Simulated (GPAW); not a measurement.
Set up this calculation in GPAW 26.7.0, as an ASE script.

- Task: single point
- Functional: r2SCAN
- Potentials or basis: GPAW PAW data sets (gpaw-data 1.2.1)
- Cutoff: 500 eV
- Basis: pw
- k mesh: 8 × 8 × 4
- Occupations: fermi-dirac, width 0.05 eV
- Spin: no spin polarisation
- Maxiter: 120
- Convergence: default

The structure of Hf lies in Hf.cif:

```cif
data_Hf
_cell_length_a 3.19670000
_cell_length_b 3.19670000
_cell_length_c 5.05780000
_cell_angle_alpha 90.00000000
_cell_angle_beta 90.00000000
_cell_angle_gamma 120.00000000
_space_group_name_H-M_alt 'P1'
_space_group_name_Hall 'P 1'
_space_group_IT_number 1
loop_
_space_group_symop_operation_xyz
'x,y,z'
loop_
_atom_site_label
_atom_site_type_symbol
_atom_site_symmetry_multiplicity
_atom_site_Wyckoff_symbol
_atom_site_fract_x
_atom_site_fract_y
_atom_site_fract_z
_atom_site_occupancy
Hf1 Hf 1 a 0.6666666667 0.3333333333 0.7500000000 1
Hf2 Hf 1 a 0.3333333333 0.6666666667 0.2500000000 1
```

These files were run (other wordings do the same):

run.py

```python
from ase.dft.bandgap import bandgap
from ase.io import read, write
from ase.units import GPa
from gpaw import GPAW, PW

atoms = read('Hf.cif')

calc = GPAW(mode=PW(500),
            xc='MGGA_X_R2SCAN+MGGA_C_R2SCAN',
            kpts={'size': (8, 8, 4), 'gamma': True},
            occupations={'name': 'fermi-dirac', 'width': 0.05},
            nbands=24,
            maxiter=120,
            txt='gpaw.txt')
atoms.calc = calc
energy = atoms.get_potential_energy()
forces = atoms.get_forces()
stress = atoms.get_stress()
calc.write('gs.gpw')
write('result.traj', atoms)
print(f'Energy: {energy:.6f} eV')
print('Forces (eV/A):')
print(forces.round(4))
print('Stress (GPa):', (stress / GPa).round(3))
print('Fermi level:', round(calc.get_fermi_level(), 4), 'eV')
print(f'Gap: {bandgap(calc)[0]:.4f} eV, direct: {bandgap(calc, direct=True)[0]:.4f} eV')
```

Potentials or basis: GPAW PAW data sets (gpaw-data 1.2.1), pw.

Command:

```bash
$ OMP_NUM_THREADS=1 python run.py
```

Results of the run:

| Item | Value |
| --- | --- |
| Pressure | 0.0 GPa |
| Band gap on the k mesh | none (metal or under the smearing width) |

Caveat: the cutoff is short for stress and forces, so pressures can be off by a GPa or more; the PAW data sets were made with another functional, which shifts forces and pressure a little.

It took 64 s on 1 thread of Arm Neoverse V1, on a shared host, peak memory 0.26 GiB.
